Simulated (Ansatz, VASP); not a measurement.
**SnPtSe4: VASP beside Ansatz**

Aim: how closely do two programs agree when they are given the same cell, functional and k mesh? The cell is taken from a series of runs on this material, whose earlier steps may have relaxed, scaled, displaced or heated it; both programs get it as it stands.

Calculated with Ansatz 0.2.0; plane waves, with VASP 6.6.1 beside it; single point at PBE and single point at PBEsol.

**1. Set-up**

The cell holds 6 atoms: 4 Se, 1 Pt and 1 Sn. Its edges and angles: a = 3.768 Å, b = 3.768 Å, c = 22.737 Å, α = 90.0°, β = 90.0°, γ = 120.0°. It derives from PtSe2 and SnSe2. As first built, before any earlier steps moved the atoms (in the runner's words): kind stack; lower SnSe2; upper PtSe2; cells_lower 1; cells_upper 1; strain_percent 1.17. Vacuum lies along c.

**2. Ansatz: single point, PBE, pair 1**

Ansatz runs on its default PAW (the set named soft_2) files.

With cell and atoms fixed, the geometry can't cause a difference; cores, projectors, grids and the points listed under the comparison can.

input.yaml reads:

```yaml
crystal:
  lattice:
    - [3.7675, 0.0, 0.0]
    - [-1.88375, 3.2627507088, 0.0]
    - [0.0, 0.0, 22.7367280191]
  atoms:
    - { symbol: Se, position: [0.6666666667, 0.3333333333, 0.7036911283] }
    - { symbol: Pt, position: [0.0, 0.0, 0.646967412] }
    - { symbol: Se, position: [0.3333333333, 0.6666666667, 0.5904018951] }
    - { symbol: Se, position: [0.3333333333, 0.6666666667, 0.4359107585] }
    - { symbol: Sn, position: [0.0, 0.0, 0.3644229463] }
    - { symbol: Se, position: [0.6666666667, 0.3333333333, 0.2932235047] }
kpoints:
  mp_grid: { grid: [12, 12, 1] }
scf:
  occupations: { method: fermi_dirac, width: 0.02 }
  n_extra_bands: 10
hamiltonian:
  xc: pbe
  pseudopotentials: { kind: paw }
output:
  forces: true
  write_potential: true
  volumetric_format: []
  efg: { contact_densities: true }
  dos:
    projected: true
    de: 0.05
    e_range: [-30, 12]
    method: { smearing: { sigma: 0.12, scheme: gaussian } }
  eigenstates:
    kpoints:
      - [-0.33333333, -0.33333333, 0.0]
      - [-0.36666667, -0.31666667, 0.0]
      - [-0.4, -0.3, 0.0]
      - [-0.43333333, -0.28333333, 0.0]
      - [-0.46666667, -0.26666667, 0.0]
      - [0.5, -0.25, 0.0]
      - [0.46666667, -0.23333333, 0.0]
      - [0.43333333, -0.21666667, 0.0]
      - [0.4, -0.2, 0.0]
      - [0.36666667, -0.18333333, 0.0]
      - [0.33333333, -0.16666667, 0.0]
      - [0.3, -0.15, 0.0]
      - [0.26666667, -0.13333333, 0.0]
      - [0.23333333, -0.11666667, 0.0]
      - [0.2, -0.1, 0.0]
      - [0.16666667, -0.08333333, 0.0]
      - [0.13333333, -0.06666667, 0.0]
      - [0.1, -0.05, 0.0]
      - [0.06666667, -0.03333333, 0.0]
      - [0.03333333, -0.01666667, 0.0]
      - [0.0, 0.0, 0.0]
      - [0.02777778, -0.02777778, 0.0]
      - [0.05555556, -0.05555556, 0.0]
      - [0.08333333, -0.08333333, 0.0]
      - [0.11111111, -0.11111111, 0.0]
      - [0.13888889, -0.13888889, 0.0]
      - [0.16666667, -0.16666667, 0.0]
      - [0.19444444, -0.19444444, 0.0]
      - [0.22222222, -0.22222222, 0.0]
      - [0.25, -0.25, 0.0]
      - [0.27777778, -0.27777778, 0.0]
      - [0.30555556, -0.30555556, 0.0]
      - [0.33333333, -0.33333333, 0.0]
      - [0.36111111, -0.36111111, 0.0]
      - [0.38888889, -0.38888889, 0.0]
      - [0.41666667, -0.41666667, 0.0]
      - [0.44444444, -0.44444444, 0.0]
      - [0.47222222, -0.47222222, 0.0]
      - [0.5, -0.5, 0.0]
      - [-0.48333333, -0.48333333, 0.0]
      - [-0.46666667, -0.46666667, 0.0]
      - [-0.45, -0.45, 0.0]
      - [-0.43333333, -0.43333333, 0.0]
      - [-0.41666667, -0.41666667, 0.0]
      - [-0.4, -0.4, 0.0]
      - [-0.38333333, -0.38333333, 0.0]
      - [-0.36666667, -0.36666667, 0.0]
      - [-0.35, -0.35, 0.0]
    e_range: [-6.0, 4.0]
    unfold:
      supercell_matrix: [[1, 1, 0], [-1, 0, 0], [0, 0, 1]]
      layers: { axis: 3, edges: [0.01, 0.51154, 0.99] }
efield:
  axis: 3
  dipole_correction: true
```

The run is started by

```console
$ ansatz run input.yaml --threads 4 --pin off --max-ram 12288MiB --backend cpu --events-out ev --progress --plain --runs-dir out
```

Numbers of over 12 decimals in the logs are rounded to 6 here.

Log:

```text
scf.n_extra_bands = 10 over 48 filled bands (N_el = 96.0): the run solves 58 bands
Sn, Pt: output.efg is read without spin–orbit coupling, which moves field gradients at and beside such atoms by some per cent and up to a factor of two; PAW files take it under magnetization.noncollinear and magnetization.spin_orbit
Engine: ansatz 0.2.0, aarch64-unknown-linux-gnu
Pseudopotentials: kind: paw
Pseudopotential: Se, paw, valence charge 16, recommended cutoff 420 eV (normal), Se.paw.azcp
Pseudopotential: Pt, paw, valence charge 18, recommended cutoff 420 eV (normal), Pt.paw.azcp
Pseudopotential: Sn, paw, valence charge 14, recommended cutoff 420 eV (normal), Sn.paw.azcp
Functional definition: PBE
  parameter kappa = 0.804
  parameter beta = 0.066725
  exchange = pbe_x(kappa = kappa, mu = beta*pi^2/3)
  correlation = pbe_c(beta = beta)
Crystal: 6 atoms, lattice volume = 279.489 Å³
Basis set: ecut = 420 eV, 5499 PW (Γ), exchange–correlation on 54×54×320 points (8 copies of the dense FFT grid, shifted against one another)
Bands: 58, of which v1, the nominal top of the filled ones, is band 48 counted from 1 (47 counted from 0)
Symmetry: 6 space group operations
Space group: P3m1 (ITA 156), of the structure as read, at distance tolerance 6.5e-5 Å
k-points: 19 of 144 (time reversal used)
Non-local potential: Se, projectors of the file, l = 0: 2, l = 1: 2, l = 2: 3, l = 3: 1
Non-local potential: Pt, projectors of the file, l = 0: 3, l = 1: 2, l = 2: 2, l = 3: 1
Non-local potential: Sn, projectors of the file, l = 0: 2, l = 1: 2, l = 2: 2, l = 3: 2
PAW form: soft (Blöchl's): semilocal exchange-correlation on the pseudo side does not see the compensation charge
PAW one-centre angular grid: Se, 590 points (default); XC on 64 Gauss nodes
PAW one-centre angular grid: Pt, 590 points (default); XC on 64 Gauss nodes
PAW one-centre angular grid: Sn, 590 points (default); XC on 64 Gauss nodes
Initial density: superposition of atomic densities (neutral atoms: chi_scale 0, normalization atom), corrected by the library's trained network
Initial wavefunctions: pseudopotential atomic-orbital guess
Functional: x = pbe(κ = 0.804, μ = 0.219515), c = pbe(β = 0.066725)
SCF iter   1: F=—  HF=-40425.672988 eV  |F-HF|=—  |Δ(HF+E_count)|=         —  Δρ=1.69e-3  dr2=4.85e-2  ethr=1.77e-3  p=0.009 e·Å  D=5.94e-3 V/Å  ΔV_dip=-0.14 eV  dr2_dipole=7.90e-4  V_vac-E_F(+/−)=5.19/5.32 eV  ⟨swp⟩=7.9  Hψ=4456  notcnv=0  defer=1
efield: sawtooth ramp at fractional position 0.9485 (placed from the atoms, in the widest stretch of the axis that holds none; the zero of the levels goes with the place), width 0.1000; the density the first Hamiltonian is built on has a dipole p = 0.009 e·Å; the dipole correction subtracts the counter field D = 5.94e-3 V/Å, which shifts the + side's vacuum level by -0.14 eV against the − side's; the planar-averaged density in the ramp window peaks in size at 6.7e-5 e/Å³
preconditioner: auto → Resta (q_TF=auto, 2.283 Å⁻¹)  ε∞=2.4  [insulator: Δε(μ)=0.678 eV  Ē_g=12.933 eV  σ=0.020 eV  W_gap=1.00  n_scr=70 (ndim 8)  ℏωp=15.4 eV  f_vac=0.491  D(μ)=0.00/eV (n_scr^D=0)  ε∞_Penn≈2.4  vacuum switching on, ρ_ref=1.2e-2 e/Å³]
SCF iter   2: F=—  HF=-40425.674867 eV  |F-HF|=—  |Δ(HF+E_count)|=   1.88e-3  Δρ=1.99e-3  dr2=9.08e-2  ethr=5.05e-5  p=-0.003 e·Å  D=-2.17e-3 V/Å  ΔV_dip=0.05 eV  dr2_dipole=2.42e-3  V_vac-E_F(+/−)=5.48/5.43 eV  ⟨swp⟩=3.3  Hψ=1844  notcnv=0  defer=72
SCF iter   3: F=—  HF=-40425.667749 eV  |F-HF|=—  |Δ(HF+E_count)|=   7.12e-3  Δρ=6.99e-4  dr2=6.41e-3  ethr=5.05e-5  p=0.005 e·Å  D=3.20e-3 V/Å  ΔV_dip=-0.07 eV  dr2_dipole=1.40e-3  V_vac-E_F(+/−)=5.30/5.37 eV  ⟨swp⟩=2.8  Hψ=1382  notcnv=0  defer=72
SCF iter   4: F=—  HF=-40425.667729 eV  |F-HF|=—  |Δ(HF+E_count)|=   1.99e-5  Δρ=4.21e-4  dr2=2.40e-3  ethr=6.68e-6  p=-0.006 e·Å  D=-3.61e-3 V/Å  ΔV_dip=0.08 eV  dr2_dipole=1.24e-3  V_vac-E_F(+/−)=5.39/5.31 eV  ⟨swp⟩=2.0  Hψ=1326  notcnv=0  defer=72
SCF iter   5: F=—  HF=-40425.667532 eV  |F-HF|=—  |Δ(HF+E_count)|=   1.98e-4  Δρ=1.94e-4  dr2=8.66e-5  ethr=2.50e-6  p=-0.001 e·Å  D=-4.98e-4 V/Å  ΔV_dip=0.01 eV  dr2_dipole=3.58e-6  V_vac-E_F(+/−)=5.37/5.35 eV  ⟨swp⟩=2.0  Hψ=1221  notcnv=0  defer=72
SCF iter   6: F=—  HF=-40425.667651 eV  |F-HF|=—  |Δ(HF+E_count)|=   1.20e-4  Δρ=7.44e-5  dr2=1.55e-5  ethr=9.02e-8  p=-0.001 e·Å  D=-7.25e-4 V/Å  ΔV_dip=0.02 eV  dr2_dipole=6.00e-7  V_vac-E_F(+/−)=5.37/5.35 eV  ⟨swp⟩=2.0  Hψ=1459  notcnv=0  defer=72
SCF iter   7: F=—  HF=-40425.667662 eV  |F-HF|=—  |Δ(HF+E_count)|=   1.10e-5  Δρ=3.75e-5  dr2=6.38e-6  ethr=1.61e-8  p=-0.001 e·Å  D=-5.70e-4 V/Å  ΔV_dip=0.01 eV  dr2_dipole=7.04e-11  V_vac-E_F(+/−)=5.37/5.35 eV  ⟨swp⟩=2.0  Hψ=1360  notcnv=0  defer=72
SCF iter   8: F=—  HF=-40425.667663 eV  |F-HF|=—  |Δ(HF+E_count)|=   1.63e-7  Δρ=1.15e-5  dr2=3.27e-7  ethr=6.64e-9  p=-0.001 e·Å  D=-5.29e-4 V/Å  ΔV_dip=0.01 eV  dr2_dipole=1.12e-9  V_vac-E_F(+/−)=5.37/5.35 eV  ⟨swp⟩=2.0  Hψ=1276  notcnv=0  defer=72
SCF iter   9: F=-40425.667663 eV  HF=-40425.667663 eV  |F-HF|=5.76e-8  |Δ(HF+E_count)|=   5.69e-7  Δρ=3.13e-6  dr2=2.73e-8  ethr=1.04e-10  p=-0.001 e·Å  D=-5.16e-4 V/Å  ΔV_dip=0.01 eV  dr2_dipole=5.39e-12  V_vac-E_F(+/−)=5.37/5.35 eV  ⟨swp⟩=18.7  Hψ=8684  notcnv=0
SCF 1 converged in 9 iterations: F = -40425.667663 eV  dr2 = 2.73e-8
  greatest PAW one-centre occupation: 1.000 electrons in one spin orbital (limit 2), on the Pt atom at site 1 (counted from 0), in its partial waves of l = 0
NSCF: frozen V_eff on 48 k-points
efield: sawtooth ramp at fractional position 0.9485 (kept from the solve that this one continues, or follows in the run), width 0.1000; the density the first Hamiltonian is built on has a dipole p = -0.001 e·Å; the dipole correction subtracts the counter field D = -5.16e-4 V/Å, which shifts the + side's vacuum level by +0.01 eV against the − side's; the planar-averaged density in the ramp window peaks in size at 1.4e-5 e/Å³
WARN: The output density's exchange-correlation potential varies sharply where the density is thin. Do not read a vacuum level from v_tot or v_xc, or from such a field of the output density. On a cell that repeats whose density bears no net charge and no dipole along the vacuum's axis use v_es (v_loc + v_h of the components); under efield.dipole_correction with no amplitude use v_es + v_field, which holds any externa [...]
SCF converged after 9 iterations
Free energy (F): -40425.667663 eV
Harris-Foulkes:  -40425.667663 eV  (|F-HF|=5.76e-8)
Internal energy: -40425.667663 eV  (E = F + TS)
E sigma→0 (E₀):  -40425.667663 eV
Entropy (-TS):   -0.000000 eV (-0.000 meV/atom)
Fermi energy:    2.395895 eV
Dipole field:    D = -0.000513 V/Å  (p = -0.000793 e·Å, saw-weighted, corrected)
Work function:   Φ+ = 5.3662 eV   Φ− = 5.3546 eV
Levels:          The Fermi level and band energies are counted from a zero that moves with the ramp; work functions are not
--- Per-component energies (eV) ---
  E_band       = -2601.423077
  E_kinetic    = 1297.456283
  E_local      = -73030.341686  (includes V_loc(G=0)·N_el)
  E_nonlocal   = -2213.201414
  E_hartree    = 35956.032157
  E_xc         = -1059.274366
  E_vxc        = -789.459384  (∫ρ·V_xc dr)
  E_paw        = -21241.489101  (= ΣΔE_a)
  E_vpaw       = 222.044916  (= ΣTr[D̂ρ^β])
  E_aug_tail   = -0.002234  (compensation charges beyond the density's cutoff)
  E_efield     = 0.000000  (sawtooth field / dipole correction)
  E_vefield    = 0.014791  (∫n·V_field dr)
  E_ewald      = 19865.152698
  E_smearing   = -0.000000  (= −TS)
  E_closure    = 0.000000  (closes the sum)
  Σ components = -40425.667663   (vs F -40425.667663, Δ=0.00e0)
--- Forces (eV/Å), atoms counted from 1 ---
  atom   1  Se     0.00000000    -0.00000000     0.09540207
  atom   2  Pt     0.00000000     0.00000000     0.04736860
  atom   3  Se     0.00000000     0.00000000     0.00702751
  atom   4  Se    -0.00000000    -0.00000000    -0.00615019
  atom   5  Sn    -0.00000000    -0.00000000    -0.04108927
  atom   6  Se     0.00000000     0.00000000    -0.10258103
  max |Σ_I F_I| component: 2.23e-5 eV/Å
--- PAW observables at the nuclei: V_zz in 10²¹ V/m², potentials from the cell's mean, atoms counted from 1 ---
  atom   1  Se V_zz =   -10.195233   η = 0.0000   by run symmetry: allowed
            electrostatic potential = -4703.818893 V   contact ρ = 262890.595604 e/Å³
  atom   2  Pt V_zz =    +6.653984   η = 0.0000   by run symmetry: allowed
            electrostatic potential = -16103.217253 V   contact ρ = 12084541.104450 e/Å³
  atom   3  Se V_zz =    -8.456349   η = 0.0000   by run symmetry: allowed
            electrostatic potential = -4703.792711 V   contact ρ = 262892.053135 e/Å³
  atom   4  Se V_zz =    -1.416881   η = 0.0000   by run symmetry: allowed
            electrostatic potential = -4704.293944 V   contact ρ = 262892.179128 e/Å³
  atom   5  Sn V_zz =    -0.905269   η = 0.0000   by run symmetry: allowed
            electrostatic potential = -8163.817265 V   contact ρ = 1236328.281622 e/Å³
  atom   6  Se V_zz =    -3.962939   η = 0.0000   by run symmetry: allowed
            electrostatic potential = -4704.315731 V   contact ρ = 262890.707028 e/Å³
--- Band table (eV; the first three rows and the last of 19) ---
  k-point 0: bands = [... 44 lower, 1.8548, 1.8548, 1.9716, 1.9716, 3.7296, 4.9570, 4.9570, 5.1470, ... 6 higher]
  k-point 1: bands = [... 44 lower, 1.7791, 1.8957, 1.9816, 2.0041, 4.0842, 4.4814, 4.8477, 5.6020, ... 6 higher]
  k-point 2: bands = [... 44 lower, 1.8439, 1.8483, 1.9264, 2.0828, 3.6803, 4.2600, 4.6521, 5.8878, ... 6 higher]
  k-point 18: bands = [... 44 lower, 0.6284, 0.8355, 1.0642, 1.2792, 3.5620, 3.8229, 3.8555, 6.9006, ... 6 higher]
```

Reading the cycles: dr2 is the Hartree energy of the density residual (eV), the measure of convergence; HF is the Harris–Foulkes estimate of the energy, which meets the free energy F at convergence.

(Part 1 of 3 ends here.)

[Lines on the potential files, build, host, timing and source positions are cut from VASP's logs without a mark.]

[Logs are printed without paths, hosts, clocks, repeated set-up lines and the standing remarks that a program may print on its own settings, such as how far it seeks lower states.]

[Hosts, paths, dates, database ids (printed as entryN), source tags and the programs' standing remarks are cut or masked in the printed files.]
